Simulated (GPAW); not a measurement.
A run of GPAW 26.7.0 is set up as follows.

Contents of run.py:

```python
from ase import Atoms
from ase.dft.bandgap import bandgap
from ase.io import write
from ase.units import Bohr, GPa
from gpaw import GPAW, PW
from gpaw.elf import elf_from_dft_calculation

atoms = Atoms(['Co', 'Co', 'O', 'O'],
              cell=[[2.57052631, 2.57052631, 0.0],
                    [-2.57052631, 2.57052631, 0.0],
                    [0.0, 0.0, 2.57052631]],
              scaled_positions=[[0.0, 0.0, 0.0],
                                [0.5, 0.5, 0.0],
                                [0.5, 0.0, 0.5],
                                [0.0, 0.5, 0.5]],
              pbc=True)
atoms.set_initial_magnetic_moments([2.0, -2.0, 0.0, 0.0])

calc = GPAW(mode=PW(800),
            xc='PBE',
            kpts={'size': (5, 5, 7), 'gamma': True},
            occupations={'name': 'methfessel-paxton', 'order': 0, 'width': 0.05},
            setups={'Co': ':d,7.0'},
            nbands=30,
            convergence={'density': 1e-05, 'energy': 1e-05},
            maxiter=150,
            txt='gpaw.txt')
atoms.calc = calc
energy = atoms.get_potential_energy()
forces = atoms.get_forces()
stress = atoms.get_stress()
calc.write('gs.gpw')
write('result.traj', atoms)
print(f'Energy: {energy:.6f} eV')
print('Forces (eV/A):')
print(forces.round(4))
print('Stress (GPa):', (stress / GPa).round(3))
print('Moments:', calc.get_magnetic_moments().round(3))
print('Fermi level:', round(calc.get_fermi_level(), 4), 'eV')
print(f'Gap: {bandgap(calc)[0]:.4f} eV, direct: {bandgap(calc, direct=True)[0]:.4f} eV')

# fields on the real-space grid
write('density.cube', atoms, data=calc.get_pseudo_density() * Bohr**3)
write('potential.cube', atoms, data=calc.get_electrostatic_potential())
write('spin.cube', atoms, data=(calc.get_pseudo_density(spin=0) - calc.get_pseudo_density(spin=1)) * Bohr**3)
write('elf.cube', atoms, data=elf_from_dft_calculation(calc).data)
```

Potentials or basis: GPAW PAW data sets (gpaw-data 1.2.1), pw.

The run is started by

```console
$ OMP_NUM_THREADS=1 python run.py
```

Task: What does it give for the net moment?

Result: 0.00 μB per cell.

Task: Estimate the site moments.

Result: Co +2.73, -2.73; O +0.00 μB.

Stress tensor (GPa, compression positive):
```
26.44  0.00  0.00
 0.00 26.44  0.00
 0.00  0.00 26.57
```

Caveat: an odd mesh through Γ misses points on the zone boundary, where band edges often lie. The state reached can hang on the start; a lower one may exist.
